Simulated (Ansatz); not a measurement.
Computed with Ansatz on PBE0-D4/def2-TZVP structures; ΔE is electronic, products minus reactants. CCSD(T)/CBS is the MP2 limit (def2-TZVPP, def2-QZVPP) plus CCSD(T) − MP2 in def2-TZVPP, frozen cores. This one scheme is used for every species. DFT in def2-TZVPP. No spin–orbit coupling; open shells (•) take unrestricted orbitals. For As outer-core shells are correlated without core-valence functions, which leaves a few kJ/mol of doubt a bond. Scalar relativity is left out up to krypton.

Consider the hydrogen abstraction from the As–H bond: `[AsH3]` + `F[C](F)F`• → `[AsH2]`• + `FC(F)F`.

CCSD(T)/CBS gives -141.5 kJ/mol.

Problem. Another level gave -130.2 kJ/mol. Which?
A. MP2/def2-TZVPP
B. PBE0-D4/def2-TZVPP
C. r2SCANh-D4/def2-TZVPP
D. BHLYP-D4/def2-TZVPP

Solution. B. PBE0-D4 -130.2, MP2/def2-TZVPP -144.9, r2SCANh-D4 -125.1, BHLYP-D4 -138.8 kJ/mol.

Largest T1 diagnostic among the species: 0.014.

Leaving LDA and LC-ωPBE aside and taking each functional with its dispersion term where it has one, the values, not all of them listed here, spread over 22.2 kJ/mol, from ωB97M-V to revPBE-D4. From r2SCAN to r2SCAN0 (25 % exact exchange), in def2-TZVPP and without D4, ΔE moves by −5.5 kJ/mol.

CCSD(T)/CBS has its own doubt, a few kJ/mol and more with outer-core shells, so smaller differences from it don't rank the levels.
